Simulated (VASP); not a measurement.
Consider the following.

```yaml
crystal:
  lattice:
    - [0.00000, 2.93332, 2.93332]
    - [2.93332, 0.00000, 2.93332]
    - [2.93332, 2.93332, 0.00000]
  atoms:
    - { symbol: Sr, position: [0.00000, 0.00000, 0.00000] }
    - { symbol: F, position: [0.25000, 0.25000, 0.25000] }
    - { symbol: F, position: [0.75000, 0.75000, 0.75000] }
```

The numbers are results of PBE GGA, VASP's PBE PAW potentials (set 64) (plane waves; VASP), not measurements. Settings: 600 eV cut-off, 6×6×6 Γ-centred mesh, Gaussian smearing of 0.050 eV, potentials Sr_sv F.

Question: Estimate the energy per atom (σ→0), band gap (on the k-mesh) with the smallest direct gap where there is one.

Answer: 
```yaml
band gap (on the k-mesh): 6.73 eV
smallest direct gap (on the k-mesh): 6.84 eV
energy per atom (σ→0): -5.692 eV/atom
```

Only differences to runs with the same potentials and settings are physical.

The compound is SrF2 in the fluorite structure. It was relaxed first.
